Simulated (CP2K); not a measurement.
# Au (Cmcm) in CP2K: relaxation of cell and atoms with PBEsol

Aim: the relaxation of cell and atoms of Au with PBEsol.

Everything below comes from runs of CP2K 2026.2. Logs are shortened: lines on timing, memory, paths and dates and some standing lists are left out, and cuts for length are marked.

## 1. The structure

It takes space group Cmcm (No. 63, orthorhombic). Conventional cell: a = 2.823 Å, b = 5.112 Å, c = 4.893 Å, α = 90.00°, β = 90.00°, γ = 90.00°. Au (site symmetry m2m) is surrounded by 12 Au at 2.82 to 2.97 Å.

This isn't the form of Au at room conditions, which is fcc.

## 2. Relaxation of cell and atoms, PBEsol

Input file au_vcrelax.inp:

```
&GLOBAL
  PROJECT au_vcrelax
  RUN_TYPE CELL_OPT
  PRINT_LEVEL LOW
&END GLOBAL
&FORCE_EVAL
  METHOD QS
  STRESS_TENSOR ANALYTICAL
  &DFT
    BASIS_SET_FILE_NAME BASIS_MOLOPT_UZH
    POTENTIAL_FILE_NAME POTENTIAL_UZH
    &MGRID
      CUTOFF 500
      REL_CUTOFF 60
      NGRIDS 5
    &END MGRID
    &QS
      METHOD GPW
      EPS_DEFAULT 1.0E-10
      EXTRAPOLATION USE_PREV_P
    &END QS
    &KPOINTS
      SCHEME MONKHORST-PACK 8 8 4
      GAMMA_CENTERED T
    &END KPOINTS
    &SCF
      SCF_GUESS ATOMIC
      EPS_SCF 1.0E-6
      MAX_SCF 100
      ADDED_MOS 16
      CHOLESKY OFF
      EPS_EIGVAL 1.0E-7
      &DIAGONALIZATION ON
        ALGORITHM STANDARD
      &END DIAGONALIZATION
      &MIXING ON
        METHOD BROYDEN_MIXING
        ALPHA 0.4
        BETA 1.5
        NBUFFER 8
      &END MIXING
      &SMEAR ON
        METHOD FERMI_DIRAC
        ELECTRONIC_TEMPERATURE [K] 300.557
      &END SMEAR
    &END SCF
    &XC
      &XC_FUNCTIONAL
        &GGA_X_PBE_SOL
        &END GGA_X_PBE_SOL
        &GGA_C_PBE_SOL
        &END GGA_C_PBE_SOL
      &END XC_FUNCTIONAL
    &END XC
    &PRINT
      &KPOINTS ON
      &END KPOINTS
      &MULLIKEN ON
        &EACH
          CELL_OPT 0
        &END EACH
        ADD_LAST NUMERIC
      &END MULLIKEN
      &MO ON
        ENERGIES T
        OCCUPATION_NUMBERS T
        &EACH
          QS_SCF 0
          CELL_OPT 0
        &END EACH
        ADD_LAST NUMERIC
      &END MO
    &END PRINT
  &END DFT
  &SUBSYS
    &CELL
      A 2.9196899571 0.0000000000 0.0000000000
      B -1.5553013771 2.4709567119 0.0000000000
      C 0.0000000000 0.0000000000 4.8931696100
      PERIODIC XYZ
    &END CELL
    &COORD
      SCALED
      Au  0.3346720300 0.6653279700 0.2500000000
      Au  0.6653279700 0.3346720300 0.7500000000
    &END COORD
    &KIND Au
      BASIS_SET TZVP-MOLOPT-PBE-GTH-q11
      POTENTIAL GTH-PBE-q11
    &END KIND
    &PRINT
      &ATOMIC_COORDINATES ON
      &END ATOMIC_COORDINATES
      &CELL ON
      &END CELL
      &SYMMETRY ON
      &END SYMMETRY
    &END PRINT
  &END SUBSYS
  &PRINT
    &FORCES ON
    &END FORCES
    &STRESS_TENSOR ON
    &END STRESS_TENSOR
  &END PRINT
&END FORCE_EVAL
&MOTION
  &CELL_OPT
    OPTIMIZER BFGS
    MAX_ITER 40
    MAX_FORCE [eV*angstrom^-1] 0.02
    RMS_FORCE [eV*angstrom^-1] 0.02
    MAX_DR 1.0E-2
    RMS_DR 1.0E-2
    EXTERNAL_PRESSURE [bar] 0.0
    PRESSURE_TOLERANCE [bar] 500
    KEEP_SPACE_GROUP T
  &END CELL_OPT
  &PRINT
    &TRAJECTORY ON
    &END TRAJECTORY
    &CELL ON
    &END CELL
    &FORCES ON
    &END FORCES
    &STRESS ON
    &END STRESS
    &RESTART OFF
    &END RESTART
    &RESTART_HISTORY OFF
    &END RESTART_HISTORY
  &END PRINT
&END MOTION
```

Potentials or basis: POTENTIAL_UZH Au GTH-PBE-q11; TZVP-MOLOPT-PBE-GTH basis.

Command:

```
$ OMP_NUM_THREADS=1 cp2k.psmp -i au_vcrelax.inp -o au_vcrelax.out
```

au_vcrelax.out:

```text

 CP2K| version string:                                       CP2K version 2026.2
 CP2K| Input file name                                            au_vcrelax.inp

 GLOBAL| Force Environment number                                              1
 GLOBAL| Basis set file name                                    BASIS_MOLOPT_UZH
 GLOBAL| Potential file name                                       POTENTIAL_UZH
 GLOBAL| MM Potential file name                                     MM_POTENTIAL
 GLOBAL| Coordinate file name                                      __STD_INPUT__
 GLOBAL| Method name                                                        CP2K
 GLOBAL| Project name                                                 au_vcrelax
 GLOBAL| Run type                                                       CELL_OPT
 GLOBAL| FFT library                                                       FFTW3
 GLOBAL| Diagonalization library                                       ScaLAPACK
[... 7 lines left out ...]
 GLOBAL| CPU model name                                                  UNKNOWN

 CELL| Volume [angstrom^3]:                                            35.301417
 CELL| Vector a [angstrom]:       2.920     0.000     0.000   |a| =     2.919690
 CELL| Vector b [angstrom]:      -1.555     2.471     0.000   |b| =     2.919690
 CELL| Vector c [angstrom]:       0.000     0.000     4.893   |c| =     4.893170
 CELL| Angle (b,c), alpha [degree]:                                    90.000000
 CELL| Angle (a,c), beta  [degree]:                                    90.000000
 CELL| Angle (a,b), gamma [degree]:                                   122.187660
 CELL| Numerically orthorhombic:                                              NO
 CELL| Periodicity                                                           XYZ

 CELL_REF| Volume [angstrom^3]:                                        35.301417
 CELL_REF| Vector a [angstrom     2.920     0.000     0.000   |a| =     2.919690
 CELL_REF| Vector b [angstrom    -1.555     2.471     0.000   |b| =     2.919690
 CELL_REF| Vector c [angstrom     0.000     0.000     4.893   |c| =     4.893170
 CELL_REF| Angle (b,c), alpha [degree]:                                90.000000
 CELL_REF| Angle (a,c), beta  [degree]:                                90.000000
 CELL_REF| Angle (a,b), gamma [degree]:                               122.187660
 CELL_REF| Numerically orthorhombic:                                          NO
 CELL_REF| Periodicity                                                       XYZ
[... 9 lines left out ...]
 TOTAL NUMBERS AND MAXIMUM NUMBERS

  Total number of            - Atomic kinds:                                   1
                             - Atoms:                                          2
                             - Shell sets:                                     2
                             - Shells:                                        20
                             - Primitive Cartesian functions:                 12
                             - Cartesian basis functions:                     80
                             - Spherical basis functions:                     68

  Maximum angular momentum of- Orbital basis functions:                        3
                             - Local part of the GTH pseudopotential:          0
                             - Non-local part of the GTH pseudopotential:      4
[... 1339 lines left out ...]
 OPT| Decrease in energy                                                     YES
 OPT|
 OPT| Maximum step size                                             0.0085355269
 OPT| Convergence limit for maximum step size                       0.0100000000
 OPT| Maximum step size is converged                                         YES
 OPT|
 OPT| RMS step size                                                 0.0038216542
 OPT| Convergence limit for RMS step size                           0.0100000000
 OPT| RMS step size is converged                                             YES
 OPT|
 OPT| Maximum gradient                                              0.0000672771
 OPT| Convergence limit for maximum gradient                        0.0003889381
 OPT| Maximum gradient is converged                                          YES
 OPT|
 OPT| RMS gradient                                                  0.0000233569
 OPT| Convergence limit for RMS gradient                            0.0003889381
 OPT| RMS gradient is converged                                              YES
 OPT|
 OPT| Pressure deviation [bar]                                   -249.9000158124
 OPT| Pressure tolerance [bar]                                    500.0000000000
 OPT| Pressure is converged                                                  YES
 OPT| **************************************************************************

 *******************************************************************************
 ***                    GEOMETRY OPTIMIZATION COMPLETED                      ***
 *******************************************************************************

 write_final_structure: Optimization converged, writing XYZ file gladly:
  au_vcrelax-FINAL-1_18.xyz

 write_final_structure: Optimization converged, writing CIF file gladly:
  au_vcrelax-FINAL-1_18.cif

 write_final_structure: Done!

                    Reevaluating energy at the minimum

 CELL| Volume [angstrom^3]:                                            35.463843
 CELL| Vector a [angstrom]:       2.988     0.000     0.000   |a| =     2.987714
 CELL| Vector b [angstrom]:      -1.669     2.480     0.000   |b| =     2.989333
 CELL| Vector c [angstrom]:       0.000    -0.000     4.786   |c| =     4.786386
 CELL| Angle (b,c), alpha [degree]:                                    90.000000
 CELL| Angle (a,c), beta  [degree]:                                    90.000000
 CELL| Angle (a,b), gamma [degree]:                                   123.943095
 CELL| Numerically orthorhombic:                                              NO
 CELL| Periodicity                                                           XYZ
[... 458 lines left out ...]
 MO|     26               1.512003              41.143694               0.000000
 MO|     27               1.612459              43.877247               0.000000
 MO| Sum:                                                              22.000000
 MO| E(Fermi):            0.361008 a.u.          9.823533 eV
 MO| Band gap:            0.130185 a.u.          3.542518 eV

 MO| EIGENVALUES AND OCCUPATION NUMBERS FOR K POINT 14
 MO|
 MO|  Index      Eigenvalue [a.u.]        Eigenvalue [eV]             Occupation
 MO|      1               0.109154               2.970230               2.000000
 MO|      2               0.126587               3.444612               2.000000
 MO|      3               0.140962               3.835776               2.000000
 MO|      4               0.189452               5.155242               2.000000
 MO|      5               0.203202               5.529411               2.000000
 MO|      6               0.213403               5.806994               2.000000
[... 19 lines left out ...]
 MO|     26               1.568164              42.671900               0.000000
 MO|     27               1.637149              44.549098               0.000000
 MO| Sum:                                                              22.000000
 MO| E(Fermi):            0.361008 a.u.          9.823533 eV
 MO| Band gap:            0.220932 a.u.          6.011853 eV

 [... the levels of further k-points ...]

 !-----------------------------------------------------------------------------!
                     Mulliken Population Analysis

 #  Atom  Element  Kind  Atomic population                           Net charge
       1     Au       1         10.999962                              0.000038
       2     Au       1         11.000038                             -0.000038
 # Total charge                             22.000000                 -0.000000

 !-----------------------------------------------------------------------------!

 ENERGY| Total FORCE_EVAL ( QS ) energy [hartree]            -66.178767407665816
```

Run time: 18 min. Hardware: 1 thread of Arm Neoverse V2, shared host; peak memory 0.48 GiB.

Results:

| Property | Result |
| --- | --- |
| Free energy | -1800.8158 eV |
| Relaxed volume | 17.73 Å³/atom |
| Relaxed cell | a = 2.988 Å, b = 2.989 Å, c = 4.786 Å, α = 90.00°, β = 90.00°, γ = 123.94° |
| Space group after relaxing (to 0.05 Å) | Cmcm (No. 63) |
| Energy gained by relaxing | 6.6 meV/atom |
| Ionic steps | 20 |
| Pressure after relaxing | 0.0 GPa |
| Band gap on the k mesh | none (metal or under the smearing width) |

The path:
| step | energy change (eV) | largest force (eV/Å) | volume (Å³) |
| --- | --- | --- | --- |
| 1 | 0.0000 | 0.0034 | 35.30 |
| 2 | -0.0004 | 0.0036 | 35.33 |
| 3 | -0.0036 | 0.0027 | 35.76 |
| 4 | -0.0041 | 0.0019 | 35.77 |
| 5 | -0.0102 | 0.0232 | 35.71 |
| 6 | -0.0104 | 0.0225 | 35.64 |
| 7 | -0.0105 | 0.0218 | 35.60 |
| 8 | -0.0106 | 0.0210 | 35.57 |
| 9 | -0.0109 | 0.0185 | 35.50 |
| 10 | -0.0113 | 0.0173 | 35.44 |
| 11 | -0.0118 | 0.0251 | 35.41 |
| 12 | -0.0123 | 0.0355 | 35.37 |
| 13 | -0.0123 | 0.0335 | 35.41 |
| 14 | -0.0124 | 0.0327 | 35.43 |
| 15 | -0.0126 | 0.0283 | 35.49 |
| 16 | -0.0128 | 0.0219 | 35.52 |
| 17 | -0.0130 | 0.0096 | 35.53 |
| 18 | -0.0132 | 0.0025 | 35.50 |
| 19 | -0.0132 | 0.0003 | 35.46 |
| 20 | -0.0132 | 0.0003 | 35.46 |

Final structure:
```
CELL_PARAMETERS angstrom
2.98771 0.00000 0.00000
-1.66915 2.47993 0.00000
0.00000 0.00000 4.78639
ATOMIC_POSITIONS crystal
Au 0.34271 0.65729 0.25000
Au 0.65729 0.34270 0.75000
```

Caveat: with these potentials and basis sets, volumes of gold and of layered tellurides can stand 1.5 % and more from those of plane-wave programs; the potentials were made for another functional, which shifts forces and pressure; the basis of atomic orbitals isn't converged, which shifts pressures, moduli and gaps.
